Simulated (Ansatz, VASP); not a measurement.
## MgB2: VASP beside Ansatz

```xyz
3
Lattice="3.1054 0.0000 0.0000 -1.5527 2.6894 0.0000 0.0000 0.0000 3.5463" Properties=species:S:1:pos:R:3 pbc="T T T"
Mg    0.0000    0.0000    0.0000
B     1.5527    0.8965    1.7732
B     0.0000    1.7929    1.7732
```

Change from the starting cell: volume scaled by 1.02.

Alike in both runs: task single point; functional PBE; k mesh 10 × 10 × 8; occupations fermi-dirac, width 0.05 eV; no spin polarisation.

|  | VASP | Ansatz |
| --- | --- | --- |
| version | VASP 6.6.1 | Ansatz 0.2.0 |
| potentials or method | VASP PAW PBE potentials, release 64 (Mg, B), cutoff 520 eV | all-electron LAPW, scalar-relativistic |

VASP gave:

| Property | Result |
| --- | --- |
| gap on the k mesh at the Fermi level (eV) | none |
| pressure (GPa) | -4.0 |
| largest component of the traceless stress (GPa) | 0.64 |

Question: Estimate Ansatz's values.

Answer: gap on the k mesh at the Fermi level (eV): none; pressure (GPa): -3.8; largest component of the traceless stress (GPa): 0.78.

A gap of «none» marks a metal or a gap that the smearing closes. Ansatz ran all-electron here, so the differences hold the error of VASP's frozen core and of both bases.
